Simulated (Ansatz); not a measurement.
**Ruthenium, hcp under PBE: ground state and equation of state**

The plan for ruthenium in the hcp structure: relax it, solve it on a dense k-mesh, switch on spin-orbit coupling, then scale the cell to 7 volumes from 88 to 112 % of the relaxed one and try a fit of the equation of state. The start is ferromagnetic. The k-meshes are 13×13×8 for the relaxation; 22×22×12 for the dense run; 13×13×7 for spin-orbit coupling; 22×22×12 for the volumes. It starts from a deposited cell (COD).

Computed with Ansatz 0.2.0 (DFT PBE, plane waves (420 eV) with PAW, scalar-relativistic, unless a step says otherwise).

**1. The starting structure**

Symmetry: P6_3/mmc, No. 194, hexagonal system. The conventional cell has a = 2.704 Å, b = 2.704 Å, c = 4.282 Å, α = 90.00°, β = 90.00°, γ = 120.00°. Ru (site symmetry -6m2) has 12 Ru at 2.65 to 2.70 Å as nearest neighbours.

As a file:

```
Ru
1.0
     2.70389    0.00000    0.00000
    -1.35194    2.34164    0.00000
     0.00000    0.00000    4.28168
Ru
2
Direct
  0.33333 0.66667 0.25000
  0.66667 0.33333 0.75000
```

Starting moments (μB): +1 ×2.

**2. Relaxation of the cell**

The input, input.yaml:

```yaml
crystal:
  lattice:
    - [2.7038898633, 0.0, 0.0]
    - [-1.3519449316, 2.3416373106, 0.0]
    - [0.0, 0.0, 4.28168]
  atoms:
    - { symbol: Ru, position: [0.3333333333, 0.6666666667, 0.25], spin: 1.0 }
    - { symbol: Ru, position: [0.6666666667, 0.3333333333, 0.75], spin: 1.0 }
hamiltonian:
  xc: pbe
  pseudopotentials:
    kind: paw
    azcp:
      Ru: "pseudopotentials/Ru.paw.azcp"
basis:
  ecutwfc: 420
  fft_grid_basis: typed
kpoints:
  mp_grid: { grid: [13, 13, 8], shift: [0, 0, 0] }
magnetization:
  spin_polarized: true
scf:
  occupations: { method: fermi_dirac, width: 0.05 }
relax:
  max_steps: 60
  f_tol: 0.01
  cell: {}
```

The log of the run:

```text
Engine: ansatz 0.2.0, x86_64-unknown-linux-gnu
Pseudopotentials: kind: paw
Pseudopotential: Ru, paw, valence charge 16, recommended cutoff 420 eV (normal), <dir>
Functional definition: PBE
  parameter kappa = 0.804
  parameter beta = 0.06672455060314922
  exchange = pbe_x(kappa = kappa, mu = beta*pi^2/3)
  correlation = pbe_c(beta = beta)
Crystal: 2 atoms, lattice volume = 27.110 Å³
Basis set: ecut = 420 eV, 537 PW (Γ), exchange–correlation on 40×40×60 points (8 copies of the dense FFT grid, shifted against one another)
Bands: 21, of which v1, the nominal top of the filled ones, is band 16 counted from 1 (15 counted from 0)
Symmetry: 24 space group operations
Space group: P63/mmc (ITA 194), of the structure as read, at distance tolerance 3.0e-5 Å
Magnetic group: BNS 194.263 (UNI 1493), of the structure as read, at distance tolerance 3.0e-5 Å
k-points: 105 of 1352
Non-local potential: Ru, projectors of the file, l = 0: 3, l = 1: 2, l = 2: 2, l = 3: 1
PAW form: soft (Blöchl's): semilocal exchange-correlation on the pseudo side does not see the compensation charge
PAW one-centre angular grid: Ru, 590 points (default); XC on 64 Gauss nodes
Initial density: superposition of atomic densities (chi_scale 0.1, normalization cell)
Starting moments: Σ|m| = 2 μB on 2 of 2 sites
Initial wavefunctions: pseudopotential atomic-orbital guess
Functional: x = pbe(κ = 0.804, μ = 0.2195149727645171), c = pbe(β = 0.06672455060314922)
SCF iter   1: F=—  HF=-11759.122928 eV  |F-HF|=—  |Δ(HF+E_count)|=         —  Δρ=8.03e-2 (↑8.03e-2 ↓4.84e-2)  dr2=3.83e0  dr2_m=1.86e-1  M=0.862 μB ∫|m|=0.866 μB  β_m=0.30  ethr=3.10e-3  ⟨swp⟩=5.1  Hψ=17766  notcnv=0
Mixer restart at iter 1: flushing history
preconditioner: auto → none  [metal: Δε(μ)=0.028 eV  Ē_g=8.067 eV  σ=0.050 eV  W_gap=0.14  n_scr=8 (ndim 8)  ℏωp=28.5 eV  f_vac=0.000  D(μ)=1.97/eV (n_scr^D=22)  sad-step TF]
SCF iter   2: F=—  HF=-11757.780114 eV  |F-HF|=—  |Δ(HF+E_count)|=    1.34e0  Δρ=5.70e-2 (↑5.70e-2 ↓3.18e-2)  dr2=1.70e0  dr2_m=1.25e-1  M=0.737 μB ∫|m|=0.743 μB  β_m=0.60  ethr=3.10e-3  ⟨swp⟩=2.7  Hψ=8270  notcnv=0  defer=67
SCF iter   3: F=—  HF=-11757.309570 eV  |F-HF|=—  |Δ(HF+E_count)|=   4.71e-1  Δρ=1.09e-2 (↑1.02e-2 ↓1.09e-2)  dr2=7.95e-3  dr2_m=2.24e-2  M=0.361 μB ∫|m|=0.381 μB  β_m=0.80  ethr=3.10e-3  ⟨swp⟩=2.2  Hψ=7928  notcnv=0  defer=67
SCF iter   4: F=—  HF=-11757.379070 eV  |F-HF|=—  |Δ(HF+E_count)|=         —  Δρ=9.35e-3 (↑9.35e-3 ↓7.57e-3)  dr2=1.37e-3  dr2_m=1.75e-2  M=0.025 μB ∫|m|=0.044 μB  β_m=0.80  ethr=2.48e-5  ⟨swp⟩=2.1  Hψ=10462  notcnv=0  defer=41
Mixer restart at iter 4: flushing history
SCF iter   5: F=—  HF=-11757.375366 eV  |F-HF|=—  |Δ(HF+E_count)|=   3.70e-3  Δρ=3.41e-3 (↑1.71e-3 ↓3.41e-3)  dr2=1.07e-3  dr2_m=1.55e-3  M=0.008 μB ∫|m|=0.017 μB  β_m=0.90  ethr=4.28e-6  ⟨swp⟩=2.0  Hψ=8402  notcnv=0  defer=41
SCF iter   6: F=—  HF=-11757.376180 eV  |F-HF|=—  |Δ(HF+E_count)|=   8.13e-4  Δρ=2.04e-3 (↑2.04e-3 ↓1.45e-3)  dr2=2.92e-3  dr2_m=2.86e-5  M=0.001 μB ∫|m|=0.003 μB  β_m=0.69  ethr=3.35e-6  ⟨swp⟩=2.0  Hψ=8736  notcnv=0  defer=41
SCF iter   7: F=—  HF=-11757.374667 eV  |F-HF|=—  |Δ(HF+E_count)|=   1.51e-3  Δρ=9.47e-5 (↑9.47e-5 ↓7.39e-5)  dr2=1.86e-7  dr2_m=1.69e-6  M=0.000 μB ∫|m|=0.002 μB  β_m=0.84  ethr=3.35e-6  ⟨swp⟩=2.0  Hψ=7546  notcnv=0  defer=41
SCF iter   8: F=—  HF=-11757.374672 eV  |F-HF|=—  |Δ(HF+E_count)|=   5.28e-6  Δρ=1.16e-5 (↑9.37e-6 ↓1.16e-5)  dr2=1.17e-8  dr2_m=2.01e-8  M=-0.000 μB ∫|m|=0.000 μB  β_m=0.86  ethr=5.82e-10  ⟨swp⟩=2.6  Hψ=8871  notcnv=0  defer=41
SCF iter   9: F=—  HF=-11757.374672 eV  |F-HF|=—  |Δ(HF+E_count)|=   6.82e-8  Δρ=2.68e-6 (↑1.77e-6 ↓2.68e-6)  dr2=3.34e-9  dr2_m=3.38e-10  M=-0.000 μB ∫|m|=0.000 μB  β_m=0.87  ethr=3.66e-11  ⟨swp⟩=2.0  Hψ=7385  notcnv=0  defer=41
SCF iter  10: F=—  HF=-11757.374672 eV  |F-HF|=—  |Δ(HF+E_count)|=   2.07e-9  Δρ=5.58e-7 (↑4.36e-7 ↓5.58e-7)  dr2=1.91e-10  dr2_m=1.37e-11  M=-0.000 μB ∫|m|=0.000 μB  β_m=0.90  ethr=1.04e-11  ⟨swp⟩=2.5  Hψ=7439  notcnv=0  defer=41
SCF iter  11: F=-11757.374672 eV  HF=-11757.374672 eV  |F-HF|=0.00e0  |Δ(HF+E_count)|=  9.82e-11  Δρ=4.82e-8 (↑2.43e-8 ↓4.82e-8)  dr2=6.11e-13  dr2_m=2.09e-13  M=0.000 μB ∫|m|=0.000 μB  ethr=1.00e-12  ⟨swp⟩=1.0  Hψ=12238  notcnv=0
WARN: the starting moments were not kept: the SCF closed with an absolute magnetisation of 3.9e-7 μB, where they sum to 2 μB in size (2 sites). That is at most 0.1 of that sum. Measured as dr2_m measures the in/out step, that magnetisation stands 3.2e-14 eV from none, at or under the dr2_threshold of 1.0e-7 eV: it is no larger than a step whose dr2_m would equal this threshold. The system may hold no moment; this SCF shows only that its start led to no more than that. To try another start: raise the starting moments (crystal.atoms[].spin, magnetization.per_species, magnetization.initial_magnetization, or on a non-collinear deck that types none of these the spinor_matrix: blocks that start its atoms; where the total moment is fixed, keep their sum and leave initial_magnetization as it is; typed ones take the place of any that the run laid by itself, positive ones on a crystal's lanthanoids without a Hubbard term where scf.initial_density.shell_occupations: [] is typed) or, if the notice of its spin-set hold's release reads "site moments contracting" or "site moments show no strong build", lengthen the hold (scf.mixing.spin_hold: { on: { confirm: 4 } }; for m-r²SCAN on two components see the key's manual first). Each may lead to a state that holds a moment. A second SCF, from the converged charge density, with the starting moments and any scf.initial_density.shell_occupations laid on it anew, would have followed, and was not run: the deck does not ask for one (magnetization.retry_lost_moments is false, the default). To let it run, set magnetization.retry_lost_moments: true and run the deck again, where that key's refused combinations let it; where memory then withholds it, that run's warning says so.
SCF 1 converged in 11 iterations: F = -11757.374672 eV  dr2 = 6.11e-13
relax step   1: F+E_penalty+E_count = -11757.37467239 eV  Δ(F+E_penalty+E_count) = +0.000e0 eV  max|allowed force component| = 1.850e-17 eV/Å  Δτ_max = 0.0000 Å  P = +4.993 GPa  Ω = 27.110 Å³  (11 SCF iters, dr2 threshold 1.00e-7 eV, accepted)
Crystal: 2 atoms, lattice volume = 28.003 Å³
Basis set: ecut = 420 eV, 561 PW (Γ), exchange–correlation on 40×40×60 points (8 copies of the dense FFT grid, shifted against one another)
Initial density: handed on by an earlier stage of this run
Starting moments: Σ|m| = 2 μB on 2 of 2 sites; this step starts from the density that it was given
Initial wavefunctions: those handed on with the density
iter 1 solved again at ethr=9.52e-6 eV; its pass at ethr=3.10e-3 eV (dr2=3.05e-3 eV) is discarded
SCF iter   1: F=—  HF=-11757.371364 eV  |F-HF|=—  |Δ(HF+E_count)|=         —  Δρ=2.58e-3 (↑2.58e-3 ↓1.60e-3)  dr2=3.41e-3  dr2_m=3.27e-4  M=-0.020 μB ∫|m|=0.020 μB  β_m=0.30  ethr=9.52e-6  ⟨swp⟩=2.4  Hψ=24734  notcnv=0
preconditioner: auto → none  [metal: Δε(μ)=0.025 eV  Ē_g=7.385 eV  σ=0.050 eV  W_gap=0.12  n_scr=8 (ndim 8)  ℏωp=28.1 eV  f_vac=0.000  D(μ)=1.63/eV (n_scr^D=22)]
SCF iter   2: F=—  HF=-11757.370927 eV  |F-HF|=—  |Δ(HF+E_count)|=   4.37e-4  Δρ=1.52e-3 (↑1.52e-3 ↓9.13e-4)  dr2=4.02e-4  dr2_m=2.19e-4  M=-0.014 μB ∫|m|=0.014 μB  β_m=0.37  ethr=9.52e-6  ⟨swp⟩=2.1  Hψ=5898  notcnv=0
SCF iter   3: F=—  HF=-11757.372440 eV  |F-HF|=—  |Δ(HF+E_count)|=   1.51e-3  Δρ=7.88e-4 (↑7.88e-4 ↓7.03e-4)  dr2=6.01e-5  dr2_m=1.03e-4  M=-0.008 μB ∫|m|=0.008 μB  β_m=0.66  ethr=1.25e-6  ⟨swp⟩=1.5  Hψ=5137  notcnv=0
SCF iter   4: F=—  HF=-11757.373572 eV  |F-HF|=—  |Δ(HF+E_count)|=         —  Δρ=2.47e-4 (↑1.19e-4 ↓2.47e-4)  dr2=1.27e-5  dr2_m=6.54e-6  M=-0.001 μB ∫|m|=0.001 μB  β_m=0.66  ethr=1.88e-7  ⟨swp⟩=2.0  Hψ=6979  notcnv=0
Mixer restart at iter 4: flushing history
SCF iter   5: F=—  HF=-11757.373601 eV  |F-HF|=—  |Δ(HF+E_count)|=   2.90e-5  Δρ=9.98e-5 (↑9.98e-5 ↓7.25e-5)  dr2=1.43e-6  dr2_m=1.40e-6  M=-0.000 μB ∫|m|=0.001 μB  β_m=0.66  ethr=3.96e-8  ⟨swp⟩=2.0  Hψ=7281  notcnv=0
SCF iter   6: F=—  HF=-11757.373604 eV  |F-HF|=—  |Δ(HF+E_count)|=   3.23e-6  Δρ=6.03e-5 (↑2.72e-5 ↓6.03e-5)  dr2=9.08e-7  dr2_m=3.51e-7  M=-0.000 μB ∫|m|=0.000 μB  β_m=0.69  ethr=4.47e-9  ⟨swp⟩=2.0  Hψ=7762  notcnv=0
SCF iter   7: F=—  HF=-11757.373605 eV  |F-HF|=—  |Δ(HF+E_count)|=   1.47e-6  Δρ=2.58e-6 (↑2.55e-6 ↓2.58e-6)  dr2=9.12e-10  dr2_m=9.02e-10  M=0.000 μB ∫|m|=0.000 μB  β_m=0.82  ethr=2.84e-9  ⟨swp⟩=2.2  Hψ=7071  notcnv=0
SCF iter   8: F=-11757.373605 eV  HF=-11757.373605 eV  |F-HF|=1.46e-11  |Δ(HF+E_count)|=   2.58e-9  Δρ=6.18e-7 (↑6.18e-7 ↓3.68e-7)  dr2=5.42e-11  dr2_m=3.34e-11  M=0.000 μB ∫|m|=0.000 μB  ethr=2.85e-12  ⟨swp⟩=1.0  Hψ=13096  notcnv=0
the starting moments were not kept: the SCF closed with an absolute magnetisation of 5.3e-6 μB, where they sum to 2 μB in size (2 sites). That is at most 0.1 of that sum. Measured as dr2_m measures the in/out step, that magnetisation stands 4.1e-12 eV from none, at or under the dr2_threshold of 2.0e-7 eV: it is no larger than a step whose dr2_m would equal this threshold.
SCF 2 converged in 8 iterations: F = -11757.373605 eV  dr2 = 5.42e-11
relax step   2: F+E_penalty+E_count = -11757.37360546 eV  Δ(F+E_penalty+E_count) = +1.067e-3 eV  max|allowed force component| = 4.626e-17 eV/Å  Δτ_max = 0.0000 Å  P = -4.913 GPa  Ω = 28.003 Å³  energy of the carried Pulay correction = -3.979e-4 eV  (8 SCF iters, dr2 threshold 2.00e-7 eV, rejected (line search))
Crystal: 2 atoms, lattice volume = 27.541 Å³
iter 1 solved again at ethr=5.90e-6 eV; its pass at ethr=3.10e-3 eV (dr2=1.89e-3 eV) is discarded
SCF iter   1: F=—  HF=-11757.380546 eV  |F-HF|=—  |Δ(HF+E_count)|=         —  Δρ=1.62e-3 (↑1.62e-3 ↓1.08e-3)  dr2=1.63e-3  dr2_m=8.70e-5  M=0.009 μB ∫|m|=0.009 μB  β_m=0.65  ethr=5.90e-6  ⟨swp⟩=2.0  Hψ=22665  notcnv=0
preconditioner: auto → none  [metal: Δε(μ)=0.010 eV  Ē_g=7.518 eV  σ=0.050 eV  W_gap=0.05  n_scr=2 (ndim 8)  ℏωp=28.3 eV  f_vac=0.000  D(μ)=1.56/eV (n_scr^D=22)]
SCF iter   2: F=—  HF=-11757.381112 eV  |F-HF|=—  |Δ(HF+E_count)|=   5.66e-4  Δρ=1.00e-3 (↑7.93e-4 ↓1.00e-3)  dr2=5.87e-4  dr2_m=3.07e-5  M=0.004 μB ∫|m|=0.004 μB  β_m=0.37  ethr=5.10e-6  ⟨swp⟩=2.0  Hψ=7212  notcnv=0
SCF iter   3: F=—  HF=-11757.381046 eV  |F-HF|=—  |Δ(HF+E_count)|=   6.66e-5  Δρ=4.24e-4 (↑4.24e-4 ↓3.92e-4)  dr2=2.66e-5  dr2_m=2.58e-5  M=0.004 μB ∫|m|=0.004 μB  β_m=0.69  ethr=1.84e-6  ⟨swp⟩=2.4  Hψ=6866  notcnv=0
SCF iter   4: F=—  HF=-11757.381932 eV  |F-HF|=—  |Δ(HF+E_count)|=   8.87e-4  Δρ=1.91e-4 (↑9.64e-5 ↓1.91e-4)  dr2=1.75e-5  dr2_m=1.52e-6  M=0.000 μB ∫|m|=0.001 μB  β_m=0.84  ethr=8.31e-8  ⟨swp⟩=2.0  Hψ=7711  notcnv=0
SCF iter   5: F=—  HF=-11757.382084 eV  |F-HF|=—  |Δ(HF+E_count)|=   1.52e-4  Δρ=3.71e-5 (↑2.88e-5 ↓3.71e-5)  dr2=1.07e-6  dr2_m=1.06e-8  M=0.000 μB ∫|m|=0.000 μB  β_m=0.80  ethr=5.48e-8  ⟨swp⟩=2.0  Hψ=7119  notcnv=0
SCF iter   6: F=—  HF=-11757.382093 eV  |F-HF|=—  |Δ(HF+E_count)|=   9.17e-6  Δρ=1.81e-5 (↑1.60e-5 ↓1.81e-5)  dr2=3.14e-7  dr2_m=1.01e-9  M=0.000 μB ∫|m|=0.000 μB  β_m=0.89  ethr=3.33e-9  ⟨swp⟩=2.7  Hψ=7856  notcnv=0
SCF iter   7: F=—  HF=-11757.382096 eV  |F-HF|=—  |Δ(HF+E_count)|=   2.36e-6  Δρ=7.47e-6 (↑6.79e-6 ↓7.47e-6)  dr2=5.56e-8  dr2_m=8.84e-11  M=0.000 μB ∫|m|=0.000 μB  β_m=0.95  ethr=9.82e-10  ⟨swp⟩=2.0  Hψ=7012  notcnv=0
SCF iter   8: F=—  HF=-11757.382096 eV  |F-HF|=—  |Δ(HF+E_count)|=   2.89e-7  Δρ=8.07e-7 (↑8.00e-7 ↓8.07e-7)  dr2=6.80e-10  dr2_m=2.58e-12  M=0.000 μB ∫|m|=0.000 μB  β_m=0.97  ethr=1.74e-10  ⟨swp⟩=2.0  Hψ=7177  notcnv=0
SCF iter   9: F=—  HF=-11757.382096 eV  |F-HF|=—  |Δ(HF+E_count)|=   2.90e-9  Δρ=6.14e-8 (↑5.98e-8 ↓6.14e-8)  dr2=3.02e-12  dr2_m=7.32e-14  M=0.000 μB ∫|m|=0.000 μB  β_m=0.95  ethr=2.13e-12  ⟨swp⟩=2.0  Hψ=7500  notcnv=0
SCF iter  10: F=-11757.382096 eV  HF=-11757.382096 eV  |F-HF|=0.00e0  |Δ(HF+E_count)|=  7.28e-12  Δρ=2.72e-8 (↑1.97e-8 ↓2.72e-8)  dr2=5.93e-13  dr2_m=4.91e-15  M=-0.000 μB ∫|m|=0.000 μB  ethr=1.00e-12  ⟨swp⟩=3.9  Hψ=17387  notcnv=0
the starting moments were not kept: the SCF closed with an absolute magnetisation of 9.2e-8 μB, where they sum to 2 μB in size (2 sites). That is at most 0.1 of that sum. Measured as dr2_m measures the in/out step, that magnetisation stands 1.7e-15 eV from none, at or under the dr2_threshold of 2.0e-11 eV: it is no larger than a step whose dr2_m would equal this threshold.
SCF 3 converged in 10 iterations: F = -11757.382096 eV  dr2 = 5.93e-13
relax step   3: F+E_penalty+E_count = -11757.38209605 eV  Δ(F+E_penalty+E_count) = -7.424e-3 eV  max|allowed force component| = 3.469e-17 eV/Å  Δτ_max = 0.0000 Å  P = -0.039 GPa  Ω = 27.541 Å³  energy of the carried Pulay correction = -1.937e-4 eV  (10 SCF iters, accepted)
[... 11 lines left out ...]
relax step   4: F+E_penalty+E_count = -11757.38227589 eV  Δ(F+E_penalty+E_count) = -1.798e-4 eV  max|allowed force component| = 4.626e-17 eV/Å  Δτ_max = 0.0000 Å  P = -0.050 GPa  Ω = 27.541 Å³  stress off target by 5.35e-2 GPa  SCF on the basis re-selected at this cell (its energy is not comparable with the rows above)  (6 SCF iters)
[... 11 lines left out ...]
relax step   5: F+E_penalty+E_count = -11757.38227844 eV  Δ(F+E_penalty+E_count) = -2.553e-6 eV  max|allowed force component| = 4.626e-17 eV/Å  Δτ_max = 0.0000 Å  P = -0.002 GPa  Ω = 27.537 Å³  energy of the carried Pulay correction = +1.846e-6 eV  (5 SCF iters, dr2 threshold 7.17e-9 eV, accepted)
iter 1 solved again at ethr=8.40e-9 eV; its pass at ethr=3.10e-3 eV (dr2=2.69e-6 eV) is discarded
SCF iter   1: F=—  HF=-11757.382276 eV  |F-HF|=—  |Δ(HF+E_count)|=         —  Δρ=7.13e-7 (↑6.92e-7 ↓7.13e-7)  dr2=2.03e-10  dr2_m=1.03e-12  M=0.000 μB ∫|m|=0.000 μB  β_m=0.65  ethr=8.40e-9  ⟨swp⟩=3.0  Hψ=31164  notcnv=0
SCF iter   2: F=—  HF=-11757.382276 eV  |F-HF|=—  |Δ(HF+E_count)|=  9.37e-10  Δρ=1.78e-7 (↑1.78e-7 ↓1.76e-7)  dr2=7.36e-12  dr2_m=3.07e-13  M=0.000 μB ∫|m|=0.000 μB  β_m=0.46  ethr=1.00e-12  ⟨swp⟩=3.0  Hψ=11008  notcnv=0
SCF iter   3: F=—  HF=-11757.382276 eV  |F-HF|=—  |Δ(HF+E_count)|=  1.91e-10  Δρ=1.38e-7 (↑1.15e-7 ↓1.38e-7)  dr2=9.48e-12  dr2_m=1.51e-13  M=0.000 μB ∫|m|=0.000 μB  β_m=0.73  ethr=1.00e-12  ⟨swp⟩=1.0  Hψ=4410  notcnv=0
SCF iter   4: F=—  HF=-11757.382276 eV  |F-HF|=—  |Δ(HF+E_count)|=  2.33e-10  Δρ=6.39e-8 (↑5.72e-8 ↓6.39e-8)  dr2=2.14e-12  dr2_m=1.26e-14  M=0.000 μB ∫|m|=0.000 μB  β_m=0.86  ethr=1.00e-12  ⟨swp⟩=1.0  Hψ=4410  notcnv=0
SCF iter   5: F=-11757.382276 eV  HF=-11757.382276 eV  |F-HF|=3.64e-12  |Δ(HF+E_count)|=  6.91e-11  Δρ=5.83e-8 (↑5.83e-8 ↓5.76e-8)  dr2=3.57e-12  dr2_m=7.77e-17  M=-0.000 μB ∫|m|=0.000 μB  ethr=1.00e-12  ⟨swp⟩=3.3  Hψ=16645  notcnv=0
the starting moments were not kept: the SCF closed with an absolute magnetisation of 9.7e-9 μB, where they sum to 2 μB in size (2 sites). That is at most 0.1 of that sum. Measured as dr2_m measures the in/out step, that magnetisation stands 2.3e-17 eV from none, at or under the dr2_threshold of 2.0e-11 eV: it is no larger than a step whose dr2_m would equal this threshold.
SCF 6 converged in 5 iterations: F = -11757.382276 eV  dr2 = 3.57e-12
relax step   6: F+E_penalty+E_count = -11757.38227627 eV  Δ(F+E_penalty+E_count) = +2.171e-6 eV  max|allowed force component| = 3.469e-17 eV/Å  Δτ_max = 0.0000 Å  P = -0.002 GPa  Ω = 27.537 Å³  stress off target by 2.11e-3 GPa  SCF on the basis re-selected at this cell (its energy is not comparable with the rows above)  (5 SCF iters)
basis re-selected at this cell: Δ(F+E_penalty+E_count) = +2.171e-6 eV, ΔP = +0.000 GPa vs the last step (what re-selecting the basis moved, of the pressure what is left beyond the Pulay correction that the steps carried, after the strain that the cell walked since its last selection, with what the two solves' SCF thresholds leave and, on support functions, any second-order correction that the steps lacked; it is no measure of the basis error at this ecutwfc). This SCF's stress stands 2.11e-3 GPa from its target on what of the cell is left free (relax.cell.stress_tol is 5.00e-2 GPa) and its largest allowed force component is 3.47e-17 eV/Å (relax.f_tol is 1.00e-2 eV/Å): within both
SCF converged after 5 iterations
Magnetization: -0.0000 μB (16.0000 up, 16.0000 down)
Absolute magnetization: 0.0000 μB (∫|ρ↑−ρ↓|, with the PAW one-centre terms)
Spin contamination: 0.0000 ħ² per cell (⟨S²⟩ above its minimum at these occupations)
Per-site moments (μB) at R_I (Å): [(-4.561996526056894e-9, 1.0964241425644226), (-4.561996608104689e-9, 1.0964241425644226)]
Free energy (F): -11757.382276 eV
Harris-Foulkes:  -11757.382276 eV  (|F-HF|=3.64e-12)
Internal energy: -11757.368964 eV  (E = F + TS)
E sigma→0 (E₀):  -11757.375620 eV
Entropy (-TS):   -0.013312 eV (-6.656 meV/atom)
Fermi energy:    23.166843 eV
--- Per-component energies (eV) ---
  E_band       = -117.674241
  E_kinetic    = 1027.664495
  E_local      = -2544.983177  (includes V_loc(G=0)·N_el)
  E_nonlocal   = 685.793827
  E_hartree    = 817.624036
  E_xc         = -381.005523
  E_vxc        = -478.334957  (∫ρ·V_xc dr)
  E_paw        = -6921.288552  (= ΣΔE_a)
  E_vpaw       = -443.062017  (= ΣTr[D̂ρ^β])
  E_aug_tail   = -0.000380  (compensation charges beyond the density's cutoff)
  E_ewald      = -4441.173692
  E_smearing   = -0.013312  (= −TS)
  E_closure    = 0.000000  (closes the sum)
  Σ components = -11757.382276   (vs F -11757.382276, Δ=0.00e0)
--- Forces (eV/Å), atoms counted from 1 ---
  atom   1  Ru     0.00000000    -0.00000000     0.00000000
  atom   2  Ru     0.00000000     0.00000000     0.00000000
  max |Σ_I F_I| component: 4.63e-18 eV/Å
--- Stress (GPa, compression-positive) ---
       -0.001591      -0.000000       0.000000
       -0.000000      -0.001591       0.000000
        0.000000       0.000000      -0.002106
  P = ⅓ Tr σ = -0.0018 GPa (-0.018 kbar)
--- Relaxed structure (4 steps of the walk, 3 accepted, 2 SCFs on fresh bases) ---
  F+E_penalty+E_count = -11757.38227627 eV   max|allowed force component| = 3.469e-17 eV/Å   (the final SCF, on the basis selected at the relaxed cell)
  cell:  # Å, volume = 27.5369 Å³
    - [2.7238316771765603, -2.9080423530556462e-11, 0.0]
    - [-1.3619158385630956, 2.3589074280822153, 0.0]
    - [0.0, 0.0, 4.285728229741763]
  atoms:
    - { symbol: Ru, position: [0.3333333333333332, 0.6666666666666664, 0.25] }
    - { symbol: Ru, position: [0.6666666666666666, 0.3333333333333332, 0.75] }
```

It took 44 s on 2 threads of an x86-64 CPU, shared host; peak memory 0.51 GiB.

The steps of the relaxation:

```
step  energy change (meV/atom)  largest force (eV/Å)  pressure (GPa)  volume (Å³/atom)  accepted
   1                      0.00                0.0000            4.99            13.555       yes
   2                      0.53                0.0000           -4.91            14.002        no
   3                     -3.71                0.0000           -0.04            13.771       yes
   4                     -3.80                0.0000           -0.05            13.771       yes
   5                     -3.80                0.0000            0.00            13.768       yes
   6                     -3.80                0.0000            0.00            13.768       yes
```

Steps that repeat a cell are solved on a basis chosen anew, so their changes of energy are no gain of the relaxation.

The cell of the run, before and after:

|  | before | after | change |
| --- | --- | --- | --- |
| a (Å) | 2.704 | 2.724 | +0.7 % |
| b (Å) | 2.704 | 2.724 | +0.7 % |
| c (Å) | 4.282 | 4.286 | +0.1 % |
| volume (Å³/atom) | 13.555 | 13.768 | +1.6 % |
| shortest distance (Å) | 2.650 | 2.658 | +0.3 % |
| space group (spins left aside) | P6_3/mmc | P6_3/mmc | same |

[end of part 1 of 2]
